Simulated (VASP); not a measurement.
# KCl (Sylvite) (Fm-3m) in VASP: notebook

Runs on KCl (Sylvite). Level: LDA. Tasks: single point.

Everything below comes from runs of VASP 6.6.1. Logs are shortened: lines on timing, memory, paths and dates and some standing lists are left out, and cuts for length are marked.

**Experimental background.**

A printed reference work, monograph reports, for a bulk crystal of KCl: band gap 8.68 eV.

How close the calculation comes is told below.

## (1) The cell of the first run

It takes space group Fm-3m (No. 225, cubic). The conventional cell has a = 6.293 Å, b = 6.293 Å, c = 6.293 Å, α = 90.00°, β = 90.00°, γ = 90.00°. Within 4.1 Å of K (site symmetry m-3m) lie 6 Cl at 3.15 Å. Within 4.1 Å of Cl (site symmetry m-3m) lie 6 K at 3.15 Å.

## (2) Single point, LDA

File INCAR:

```
SYSTEM = KCl
ALGO = Normal
EDIFF = 1E-6
ENCUT = 500
GGA = CA
GGA_COMPAT = .False.
ISIF = 2
ISMEAR = 0
LASPH = .True.
LCHARG = .True.
LELF = .True.
LREAL = .False.
LVHAR = .True.
LWAVE = .False.
NBANDS = 15
NELM = 120
PREC = Accurate
SIGMA = 0.01
```

File KPOINTS:

```
k-points
0
Gamma
  3 3 3
  0 0 0
```

File POSCAR:

```
KCl
1.0
    0.0000000000      3.1464700000      3.1464700000
    3.1464700000      0.0000000000      3.1464700000
    3.1464700000      3.1464700000      0.0000000000
K Cl
1 1
Direct
    0.0000000000      0.0000000000      0.0000000000
    0.5000000000      0.5000000000      0.5000000000
```

Potentials or basis: VASP PAW LDA potentials, release 64 (K_sv, Cl).

Run with:

```sh
$ cat potpaw_LDA.64/K_sv/POTCAR potpaw_LDA.64/Cl/POTCAR > POTCAR
$ mpirun -np 1 vasp_std > vasp.out
```

OUTCAR:

```text
SYSTEM = KCl
   EDIFF = 1E-6
   ENCUT = 500
   GGA = CA
   ISIF = 2
   ISMEAR = 0
   LASPH = .True.
   LREAL = .False.
   NELM = 120
   PREC = Accurate

 ion  position               nearest neighbor table
   1  0.000  0.000  0.000-   2 3.15   2 3.15   2 3.15   2 3.15   2 3.15   2 3.15
   2  0.500  0.500  0.500-   1 3.15   1 3.15   1 3.15   1 3.15   1 3.15   1 3.15

  LATTYP: Found a face centered cubic cell.
 ALAT       =     6.2929400000

  Lattice vectors:

 A1 = (   0.0000000000,   3.1464700000,   3.1464700000)
 A2 = (   3.1464700000,   0.0000000000,   3.1464700000)
 A3 = (   3.1464700000,   3.1464700000,   0.0000000000)

Analysis of symmetry for initial positions (statically):
=====================================================================
 Subroutine PRICEL returns:
 Original cell was already a primitive cell.

 Routine SETGRP: Setting up the symmetry group for a
 face centered cubic supercell.

 Subroutine GETGRP returns: Found 48 space group operations
 (whereof 48 operations were pure point group operations)
 out of a pool of 48 trial point group operations.

The static configuration has the point symmetry O_h .

Analysis of symmetry for dynamics (positions and initial velocities):
=====================================================================
 Subroutine PRICEL returns:
 Original cell was already a primitive cell.

 Routine SETGRP: Setting up the symmetry group for a
 face centered cubic supercell.

 Subroutine GETGRP returns: Found 48 space group operations
 (whereof 48 operations were pure point group operations)
 out of a pool of 48 trial point group operations.

The dynamic configuration has the point symmetry O_h .

 Subroutine INISYM returns: Found 48 space group operations
 (whereof 48 operations are pure point group operations),
 and found     1 'primitive' translations

----------------------------------------------------------------------------------------

                                     Primitive cell

  volume of cell :      62.3018

  direct lattice vectors                    reciprocal lattice vectors
     0.000000000  3.146470000  3.146470000    -0.158908237  0.158908237  0.158908237
     3.146470000  0.000000000  3.146470000     0.158908237 -0.158908237  0.158908237
     3.146470000  3.146470000  0.000000000     0.158908237  0.158908237 -0.158908237

  length of vectors
     4.449780548  4.449780548  4.449780548     0.275237140  0.275237140  0.275237140

  position of ions in fractional coordinates (direct lattice)
     0.000000000  0.000000000  0.000000000
     0.500000000  0.500000000  0.500000000

  ion indices of the primitive-cell ions
   primitive index   ion index
                 1           1
                 2           2

----------------------------------------------------------------------------------------

 KPOINTS: k-points

Automatic generation of k-mesh.
 Grid dimensions read from file:
 generate k-points for:    3    3    3

 Generating k-lattice:

  Cartesian coordinates                     Fractional coordinates (reciprocal lattice)
    -0.052969412  0.052969412  0.052969412     0.333333333  0.000000000  0.000000000
     0.052969412 -0.052969412  0.052969412     0.000000000  0.333333333  0.000000000
     0.052969412  0.052969412 -0.052969412     0.000000000  0.000000000  0.333333333

  Length of vectors
     0.091745713  0.091745713  0.091745713

  Shift w.r.t. Gamma in fractional coordinates (k-lattice)
     0.000000000  0.000000000  0.000000000

 Subroutine IBZKPT returns following result:
 ===========================================

 Found      4 irreducible k-points:

 Following reciprocal coordinates:
            Coordinates               Weight
  0.000000  0.000000  0.000000      1.000000
  0.333333  0.000000  0.000000      8.000000
  0.333333  0.333333  0.000000      6.000000
 -0.333333  0.333333  0.000000     12.000000
   k-points           NKPTS =      4   k-points in BZ     NKDIM =      4   number of bands    NBANDS=     15
   number of dos      NEDOS =    301   number of ions     NIONS =      2
   total plane-waves  NPLWV =  32768
   dimension x,y,z NGX =    32 NGY =   32 NGZ =   32
   dimension x,y,z NGXF=    64 NGYF=   64 NGZF=   64
   ions per type =               1   1
   NGX,Y,Z   is equivalent  to a cutoff of  11.96, 11.96, 11.96 a.u.
   NGXF,Y,Z  is equivalent  to a cutoff of  23.91, 23.91, 23.91 a.u.
 SYSTEM =  KCl
   PREC   = accura    normal or accurate (medium, high low for compatibility)
   ISTART =      0    job   : 0-new  1-cont  2-samecut
   ICHARG =      2    charge: 1-file 2-atom 10-const
   ISPIN  =      1    spin polarized calculation?
   LNONCOLLINEAR =      F non collinear calculations
   LSORBIT =      F    spin-orbit coupling
   LASPH  =      T    aspherical Exc in radial PAW
   ENCUT  =  500.0 eV  36.75 Ry    6.06 a.u.   8.11  8.11  8.11*2*pi/ulx,y,z
   NELM   =    120;   NELMIN=  2; NELMDL= -5     # of ELM steps
   EDIFF  = 0.1E-05   stopping-criterion for ELM
   LREAL  =      F    real-space projection
   EDIFFG = 0.1E-04   stopping-criterion for IOM
   NSW    =      0    number of steps for IOM
   IBRION =     -1    ionic relax: 0-MD 1-quasi-New 2-CG
   NFREE  =      0    steps in history (QN), initial steepest desc. (CG)
   ISIF   =      2    stress and relaxation
   ISYM   =      2    0-nonsym 1-usesym 2-fastsym
   POTIM  = 0.5000    time-step for ionic-motion
   TEBEG  =    0.0;   TEEND  =   0.0 temperature during run
   PSTRESS=    0.0 pullay stress
   NELECT =      16.0000    total number of electrons
   NUPDOWN=      -1.0000    fix difference up-down
   EMIN   =  10.00;   EMAX   =-10.00  energy-range for DOS
   EFERMI =   0.00;   METHOD = LEGACY
   ISMEAR =     0;   SIGMA  =   0.01  broadening in eV -4-tet -1-fermi 0-gaus
   EFERMI_NEDOS =   21; number of points for ismear=-14 and -15
   IALGO  =     38    algorithm
   IMIX   =      4    mixing-type and parameters
     AMIX     =   0.40;   BMIX     =  1.00
     AMIX_MAG =   1.60;   BMIX_MAG =  1.00
  volume/ion in A,a.u.               =      31.15       210.22
  Fermi-wavevector in a.u.,A,eV,Ry     =   1.040594  1.966437 14.732871  1.082835
  Thomas-Fermi vector in A             =   2.175177
   LORBIT       =      0    0 simple, 1 ext, 2 COOP (PROOUT), +10 PAW based schemes
   GGA     = CA    functional components
   LHFCALC =     F    Hartree Fock is set to
   AEXX    =    0.0000 exact exchange contribution
   IVDW    =     0    specifies the selected vdW correction
   LEPSILON=     F    determine dielectric tensor
   LRPA    =     F    only Hartree local field effects (RPA)
 non-spin polarized calculation
 Gauss-broadening in eV      SIGMA  =   0.01
  energy-cutoff  :      500.00
  volume of cell :       62.30
 maximum number of plane-waves:      1591
   NGX = 17   NGY = 17   NGZ = 17

 number of electron      16.0000002 magnetization

 Free energy of the ion-electron system (eV)
  ---------------------------------------------------
  ext. energy  EPLUGINS =         0.00000000
  ---------------------------------------------------
  free energy    TOTEN  =        -7.36568830 eV

  energy without entropy =       -7.36568830  energy(sigma->0) =       -7.36568830

 E-fermi :  -1.9501     XC(G=0):  -8.1093

 val. band max:       -2.0776893198   @ k =   0.0000   0.0000   0.0000
 cond. band min:       2.6656185908   @ k =   0.0000   0.0000   0.0000
 fundamental gap:      4.7433079106
 Fermi energy:        -1.9500561701

 k-point     1 :       0.0000    0.0000    0.0000
  band No.  band energies     occupation
      1     -28.9164      2.00000
      2     -14.1031      2.00000
      3     -12.6141      2.00000
      4     -12.6141      2.00000
      5     -12.6141      2.00000
      6      -2.0777      2.00000
      7      -2.0777      2.00000
      8      -2.0777      2.00000
      9       2.6656      0.00000
     10       6.0024      0.00000
     11       6.0024      0.00000
     12       6.0024      0.00000
     13       6.9355      0.00000
     14       6.9355      0.00000
     15      10.3906      0.00000

 k-point     2 :       0.3333    0.0000    0.0000
  band No.  band energies     occupation
      1     -28.9075      2.00000
      2     -14.2535      2.00000
      3     -12.6220      2.00000
      4     -12.6220      2.00000
      5     -12.4219      2.00000
      6      -2.9753      2.00000
      7      -2.3420      2.00000
      8      -2.3420      2.00000
      9       4.5645      0.00000
     10       5.8451      0.00000
     11       7.2999      0.00000
     12       7.2999      0.00000
     13       8.2570      0.00000
     14       8.2570      0.00000
     15      10.4937      0.00000

 k-point     3 :       0.3333    0.3333    0.0000
  band No.  band energies     occupation
      1     -28.9048      2.00000
      2     -14.1060      2.00000
      3     -12.6598      2.00000
      4     -12.6598      2.00000
      5     -12.6077      2.00000
      6      -2.8355      2.00000
      7      -2.2688      2.00000
      8      -2.2688      2.00000
      9       4.4223      0.00000
     10       4.8926      0.00000
     11       7.6602      0.00000
     12       8.2071      0.00000
     13       8.4447      0.00000
     14       8.4447      0.00000
     15       9.4531      0.00000

 k-point     4 :      -0.3333    0.3333    0.0000
  band No.  band energies     occupation
      1     -28.9019      2.00000
      2     -14.1536      2.00000
      3     -12.7249      2.00000
      4     -12.6452      2.00000
      5     -12.5023      2.00000
      6      -2.8235      2.00000
      7      -2.6055      2.00000
      8      -2.4121      2.00000
      9       5.2338      0.00000
     10       6.2475      0.00000
     11       7.3057      0.00000
     12       7.6206      0.00000
     13       8.3820      0.00000
     14       9.1466      0.00000
     15      10.1190      0.00000

------------------------ aborting loop because EDIFF is reached ----------------------------------------

  FORCE on cell =-STRESS in cart. coord.  units (eV):
  Direction    XX          YY          ZZ          XY          YZ          ZX
  --------------------------------------------------------------------------------------
  -------------------------------------------------------------------------------------
  Total       -0.7369277     -0.7369277     -0.7369277      0.0000000      0.0000000     -0.0000000
  in kB      -18.9511118    -18.9511118    -18.9511118      0.0000000      0.0000000     -0.0000000
  external PRESSURE =     -18.9511118 kB  Pullay stress =       0.0000000 kB

 VOLUME and BASIS-vectors are now :
 -----------------------------------------------------------------------------
  energy-cutoff  :      500.00
  volume of cell :       62.30
      direct lattice vectors                 reciprocal lattice vectors
     0.000000000  3.146470000  3.146470000    -0.158908237  0.158908237  0.158908237
     3.146470000  0.000000000  3.146470000     0.158908237 -0.158908237  0.158908237
     3.146470000  3.146470000  0.000000000     0.158908237  0.158908237 -0.158908237

 POSITION                                       TOTAL-FORCE (eV/Angst)
 -----------------------------------------------------------------------------------
      0.00000      0.00000      0.00000         0.000000      0.000000      0.000000
      3.14647      3.14647      3.14647         0.000000      0.000000      0.000000
 -----------------------------------------------------------------------------------
    total drift:                                0.000000     -0.000000     -0.000000

  FREE ENERGIE OF THE ION-ELECTRON SYSTEM (eV)
  ---------------------------------------------------
  free  energy   TOTEN  =        -7.3656883048 eV

  energy  without entropy=       -7.3656883048  energy(sigma->0) =       -7.36568830
```

It took 4.3 s on 1 thread of Intel Xeon Platinum 8488C (Sapphire Rapids), shared host; peak memory 0.14 GiB.

What came out:

| Item | Value |
| --- | --- |
| Free energy | -7.3657 eV |
| Pressure | -1.9 GPa |
| Band gap on the k mesh | 4.74 eV, direct |

Levels at points of the mesh, in eV from the valence-band top:
```tsv
k point	band 4	band 5	band 6	band 7	band 8	band 9	band 10	band 11	band 12	band 13
(0.00, 0.00, 0.00)	-10.54	-10.54	0.00	0.00	0.00	4.74	8.08	8.08	8.08	9.01
```

Caveat: the k points lie up to 0.58 Å⁻¹ apart. LDA gaps usually lie below the measured ones, often by a third to a half.

## (3) Single point, LDA

Changes to INCAR since step 2:

```diff
@@ -9,6 +9,4 @@
 LASPH = .True.
-LCHARG = .True.
-LELF = .True.
+LCHARG = .False.
 LREAL = .False.
-LVHAR = .True.
 LWAVE = .False.
```

File KPOINTS:

```
k-points
0
Gamma
  6 6 6
  0 0 0
```

POSCAR is that of step 2.

Potentials or basis: VASP PAW LDA potentials, release 64 (K_sv, Cl).

Run with:

```sh
$ cat potpaw_LDA.64/K_sv/POTCAR potpaw_LDA.64/Cl/POTCAR > POTCAR
$ mpirun -np 1 vasp_std > vasp.out
```

Wall time 8 s (1 thread of Intel Xeon Platinum 8488C (Sapphire Rapids), shared host); peak memory 0.15 GiB.

It converged, with:

- Free energy: -7.3697 eV
- Pressure: -1.9 GPa
- Band gap on the k mesh: 4.75 eV, direct

Levels at points of the mesh, in eV from the valence-band top:
| k point | band 5 | band 6 | band 7 | band 8 | band 9 | band 10 | band 11 | band 12 |
| --- | --- | --- | --- | --- | --- | --- | --- | --- |
| (0.00, 0.00, 0.00) | -10.53 | 0.00 | 0.00 | 0.00 | 4.75 | 8.08 | 8.08 | 8.08 |
| (0.50, 0.00, 0.00) | -10.28 | -1.13 | -0.35 | -0.35 | 7.19 | 8.25 | 10.28 | 10.28 |
| (0.50, 0.50, 0.00) | -10.59 | -0.70 | -0.24 | -0.24 | 6.17 | 7.97 | 9.65 | 10.05 |

## (4) How close it comes

Step 3. A measured gap of KCl is 8.68 eV (a printed reference work, monograph); the calculated 4.75 eV misses it by -3.93 eV. The value is that of LDA, without temperature or zero-point motion. Semilocal functionals fall short of measured gaps as a rule.
